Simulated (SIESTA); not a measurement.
# ZrS2 in SIESTA: the effect of basis

Crystal: ZrS2.

```
Zr S
1.0
     3.69138    0.00000    0.00000
    -1.84569    3.19683    0.00000
     0.00000    0.00000    6.04108
Zr S
1 2
Direct
  0.00000 0.00000 0.00000
  0.33333 0.66667 0.23791
  0.66667 0.33333 0.76209
```

The cell is a database's computed one.

Alike in all runs:

| Quantity | Value |
| --- | --- |
| Program | SIESTA 5.4.2 |
| Task | band structure |
| Functional | PBE |
| Potentials or basis | PseudoDojo 0.4 standard (PBE files) |
| Grid cutoff | 800 Ry |
| Energy shift | 0.003 Ry |
| k mesh | 8 × 8 × 5 |
| Occupations | fermi-dirac, width 0.05 eV |
| Spin | no spin polarisation |

```tsv
basis	gap on the mesh (eV)	largest force (eV/Å)
SZ	?	?
SZP	0.84	0.43
DZ	0.98	0.36
DZP	0.90	0.33
DZDP	0.94	0.35
TZP	0.95	0.24
TZDP	0.97	0.25
```

Question: What does the run with basis SZ give?

Answer: gap on the mesh 0.86 eV; largest force 0.24 eV/Å.

Caveats: the basis of atomic orbitals isn't converged, which shifts pressures, moduli and gaps; the basis has no polarisation orbitals (some runs).

A k mesh can miss the band edges.
